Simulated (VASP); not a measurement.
# InP: relaxation of the atoms with PBE

The system is InP.

```xyz
2
Lattice="0.0000 2.9600 2.9600 2.9600 0.0000 2.9600 2.9600 2.9600 0.0000" Properties=species:S:1:pos:R:3 pbc="T T T"
In    0.0000    0.0000    0.0000
P     1.4800    1.4800    1.4800
```

The cell isn't the ideal one: a relaxed cell with its volume scaled by 0.96.

| Property | Result |
| --- | --- |
| Program | VASP 6.6.1 |
| Task | relaxation of the atoms |
| Functional | PBE |
| Potentials or basis | VASP PAW PBE potentials, release 64 (In, P) |
| Cutoff | 300 eV |
| k mesh | 4 × 4 × 4 |
| Occupations | gaussian, width 0.03 eV |
| Spin | no spin polarisation |
| Further INCAR settings | ALGO = Normal; EDIFF = 1e-07; IBRION = 2; EDIFFG = -0.01; NSW = 40 |

```json
{
  "Pressure after relaxing": "2.8 GPa",
  "Band gap on the k mesh": "0.59 eV, direct"
}
```

Final structure:
```xyz
2
Lattice="0.0000 2.9600 2.9600 2.9600 0.0000 2.9600 2.9600 2.9600 0.0000" Properties=species:S:1:pos:R:3 pbc="T T T"
In    0.0000    0.0000    0.0000
P     1.4800    1.4800    1.4800
```

Levels at points of the mesh, in eV from the valence-band top:
| k point | band 2 | band 3 | band 4 | band 5 | band 6 | band 7 |
| --- | --- | --- | --- | --- | --- | --- |
| (0.00, 0.00, 0.00) | 0.00 | 0.00 | 0.00 | 0.59 | 4.11 | 4.11 |
| (0.50, 0.00, 0.00) | -5.56 | -0.93 | -0.93 | 1.45 | 4.81 | 4.81 |
| (0.50, 0.50, 0.00) | -5.61 | -2.22 | -2.22 | 1.81 | 2.29 | 9.04 |

It took 2 s on 1 thread of Intel(R) Xeon(R) 6975P-C (Granite Rapids), on a shared host, peak memory 0.13 GiB.

Caveat: the k mesh is coarse (spacing up to 0.46 Å⁻¹), so the values aren't converged; the cutoff is under 1.25 times the usual one of these potentials, so pressure, stress and relaxed cells hold a basis-set (Pulay) error; the relaxation stopped at its first step, so nothing moved; spin-orbit coupling is left out, which moves the levels of the heavy elements.
